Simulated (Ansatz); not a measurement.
## AlN: pressure against volume per atom

Periodic Kohn-Sham DFT of a crystal at fixed atoms; pressure and stress are positive in compression; the energy is the free energy less that of spherical unpolarised free atoms; site moments are those in the method's own spheres, positive along +z. The results are calculated, by Ansatz 0.2.0.

Cell of the first row (space group Fm-3m, No. 225):
```
cell vectors (Å)
   0.0000     1.9376     1.9376
   1.9376     0.0000     1.9376
   1.9376     1.9376     0.0000
atoms (fractions of the cell vectors)
Al  0.00000  0.00000  0.00000
N   0.50000  0.50000  0.50000
```

Settings of every row: method all-electron PAW; functional LDA; relativity scalar; k mesh 12x12x12; filling fermi-dirac; smearing width 0.01 eV; nucleus gaussian.

Atom start moment: 0 on all atoms.

```csv
row,volume per atom (Å³),pressure (GPa)
1,7.275,34.993
2,7.429,26.744
3,7.584,19.257
4,7.662,?
5,7.739,12.455
6,7.816,9.292
7,7.894,6.275
8,8.048,0.656
9,8.203,-4.45
```

Question: what pressure should row 4 give?

Worked fit of pressure. Take u = (V_r/V)^(2/3) − 1 with V_r = 7.7775 Å³ an atom, which is twice the finite (Eulerian) strain; such expansions in the strain, on which the Birch-Murnaghan equation of state is built, carry the rest volume and the bulk modulus. The shown rows have u = 0.04553, 0.03103, 0.01694, 0.00331, -0.00329, -0.00986, -0.02253, -0.03489. Least squares give pressure = 10.85 + 477.933 × u + 1138.33 × u² GPa; a straight line predicts inner rows, each left out in turn, worse (root mean square 0.58 against 0.025 GPa). The rows lie off it by 0.023, -0.032, -0.016, 0.011, 0.002, 0.027, -0.004, -0.011 (root mean square 0.019 GPa). The pressure vanishes at u = -0.0241, or V = 8.067 Å³ an atom, and there the bulk modulus at fixed shape and fractions is B = −V dP/dV = (2/3)(1 + u) dP/du = 275 GPa. The withheld row has u = 0.01002, so the fit gives 10.85 + 477.933 × (0.01002) + 1138.33 × (0.01002)² = 15.753 GPa.

The calculation gave 15.774 GPa. The fit lies 0.021 GPa (0.053 % of the column's range) below it; its largest miss of a shown row is 0.032 GPa.
